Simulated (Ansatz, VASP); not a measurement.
## Pb in VASP and in Ansatz

Contents of INCAR:

```
SYSTEM = Pb
PREC = Accurate ; ENCUT = 520
EDIFF = 1E-6 ; ISMEAR = 0
SIGMA = 0.1 ; LREAL = .FALSE.
LASPH = .TRUE. ; NELM = 100
ALGO = Normal ; ISIF = 2
LWAVE = .FALSE. ; LCHARG = .FALSE.
NBANDS = 13
```

The input KPOINTS:

```
regular mesh
0
G
  6 6 6
  0 0 0
```

Contents of POSCAR:

```
Pb
1.0
    0.0000000000      2.4750200000      2.4750200000
    2.4750200000      0.0000000000      2.4750200000
    2.4750200000      2.4750200000      0.0000000000
Pb
1
Direct
    0.0000000000      0.0000000000      0.0000000000
```

Input for Ansatz:

```yaml
crystal:
  lattice:
    - [0.0, 2.47502, 2.47502]
    - [2.47502, 0.0, 2.47502]
    - [2.47502, 2.47502, 0.0]
  atoms:
    - { symbol: Pb, position: [0.0, 0.0, 0.0] }
basis:
  ecutwfc: 420
kpoints:
  mp_grid: { grid: [6, 6, 6] }
hamiltonian:
  xc: lda
  pseudopotentials: { kind: paw, azcp: { folder: soft_1 } }
scf:
  occupations: { method: gaussian, width: 0.1 }
output:
  forces: true
  stress: true
  eigenvalues: true
```

Alike in both runs: task single point; functional LDA; k mesh 6 × 6 × 6; occupations gaussian, width 0.1 eV; no spin polarisation.

|  | VASP | Ansatz |
| --- | --- | --- |
| version | VASP 6.6.1 | Ansatz 0.2.0 |
| potentials or method | VASP PAW LDA potentials, release 64 (Pb_d) | scalar-relativistic, plane waves, PAW |
| plane-wave cutoff (eV) | 520 | 420 |
| valence electrons in the cell | 14 | 14 |

|  | VASP | Ansatz | Ansatz less VASP |
| --- | --- | --- | --- |
| gap on the k mesh at the Fermi level (eV) | none | none | - |
| pressure (GPa) | -1.1 | -1.2 | -0.06 |

A gap of «none» marks a metal or a gap that the smearing closes. Ansatz warned: «pseudo_functional_mismatch».

Caveats: the k mesh is coarse (spacing up to 0.37 Å⁻¹), so the values aren't converged. The runs have no spin-orbit coupling, so splittings on Pb are missing.
